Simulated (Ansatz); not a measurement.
BN built on the wurtzite prototype, relaxed with r2SCAN: the symmetry is P6_3mc (No. 186, hexagonal); conventional cell a = 2.544 Å, c = 4.208 Å, 5.90 Å³ an atom. B has 4 N at 1.56–1.58 Å; N has 4 B at 1.56–1.58 Å. One-shot G0W0@PBE in Ansatz 0.2.0 on a 6×6×4 mesh (contour deformation, no spin-orbit coupling), from a PBE gap of 5.206 eV over the mesh points (the G0W0 gap is indirect on the mesh); the number N of bands summed and the screening cutoff rise together. (Simulation; spin polarisation is off.)

```csv
N,cutoff (eV),1000/N,G0W0 gap (eV)
46,80,21.739,6.404
96,140,10.417,6.675
```

Question: Lay a straight line in 1000/N through these rows.

Answer: The slope is -0.0239 eV per unit of 1000/N and the intercept 6.924 eV.

Question: Predict the gap at N = 170 (210 eV).

Answer: 6.924 + (-0.0239) × 5.882 = 6.783 eV; the run gives 6.844 eV, +0.061 eV from the line.

Question: With that run's result added, what limit do the last two rows suggest?

Answer: Their slope is (6.844 − 6.675)/(5.882 − 10.417) = -0.0373, which meets 1/N = 0 at 7.06 eV, against 6.924 eV from the first line. The slope steepens, so 1/N isn't yet asymptotic and the true limit probably lies higher still; the k mesh isn't extrapolated.
